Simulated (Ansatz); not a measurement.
# Sb₂Te₃ in the Bi2Te3 type structure (space group R-3m, No. 166)

Space group R-3m, hexagonal axes (No. 166); a = 4.2859 Å, b = 4.2859 Å, c = 30.9304 Å, α = 90.00°, β = 90.00°, γ = 120.00°

```csv
atom,site,symmetry,x,y,z
Sb,6c,3m,0.0000,0.0000,0.3973
Te,3a,-3m,0.0000,0.0000,0.0000
Te,6c,3m,0.0000,0.0000,0.2145
```
(The calculation used a cell of 5 atoms; values per cell refer to that cell.)

Calculations: r2SCAN+rVV10/PAW in Ansatz (an electronic-structure program), no SOC. Γ-centred 9×9×9 mesh, Fermi–Dirac width 0.05 eV.

| Property | Result |
|---|---|
| Volume per atom | 32.80 Å³ |
| Density | 6.34 g/cm³ |
| Band gap | 0.27 eV, direct at Γ |
| Electron mass | 0.16 mₑ along c, 0.091 mₑ across |
| Hole mass | 0.14 mₑ along c, 0.056 mₑ across |
| Total energy | -6794.690 eV/atom (σ→0; compares only within this code and set-up) |

With Sb and Te present, leaving out spin-orbit coupling can change the band edges. Effective masses come from finite differences of ±0.01 Å⁻¹. Whether these cells are dynamically stable was not tested. A zero or small gap of Sb2Te3 can be the functional's error rather than a property of the material.
